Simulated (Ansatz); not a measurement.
Runs of Ansatz 0.2.0 on PbS (Galena). It takes space group Fm-3m (No. 225, cubic). Conventional cell: a = 5.931 Å, b = 5.931 Å, c = 5.931 Å, α = 90.00°, β = 90.00°, γ = 90.00°. Pb (site symmetry m-3m) has 6 S at 2.97 Å as nearest neighbours. Around S (site symmetry m-3m) lie 6 Pb at 2.97 Å. 

```csv
task,level,cell,k mesh,cutoff (eV),smearing,basis error allowed,gap on the mesh (eV),pressure (GPa),relaxed volume (Å³/atom)
relaxation of cell and atoms,BLYP+D4,relaxed,8 × 8 × 8,-,fermi-dirac 0.05 eV,0.001 eV/atom,0.77,0.0,(a)
band structure,revPBE,as given,8 × 8 × 8,177,fermi-dirac 0.05 eV,0.001 eV/atom,0.43,3.7,-
single point,PBE,as given,5 × 5 × 5,164,fermi-dirac 0.04 eV,0.002 eV/atom,-,(c),-
relaxation of cell and atoms,PBE+D4,relaxed,8 × 8 × 8,-,fermi-dirac 0.05 eV,0.001 eV/atom,-,0.0,26.15
relaxation of cell and atoms,RPBE+D4,relaxed,8 × 8 × 8,-,fermi-dirac 0.05 eV,0.001 eV/atom,0.47,0.0,(b)
```

Alike in all rows: potentials or basis all-electron LAPW, scalar-relativistic; no spin polarisation.

Problem. Estimate the missing entries.

Solution. (a) 28.76; (b) 26.23; (c) 2.0.

Caveats: spin-orbit coupling is left out, which as a rule narrows the gap of such compounds by several tenths of an eV (some runs); the volume moved by +10 % from the deposited cell, more than functionals usually miss (some runs).

A k mesh can miss the band edges, and the runs leave out spin-orbit coupling on Pb.

Not every run made on this cell is shown here.
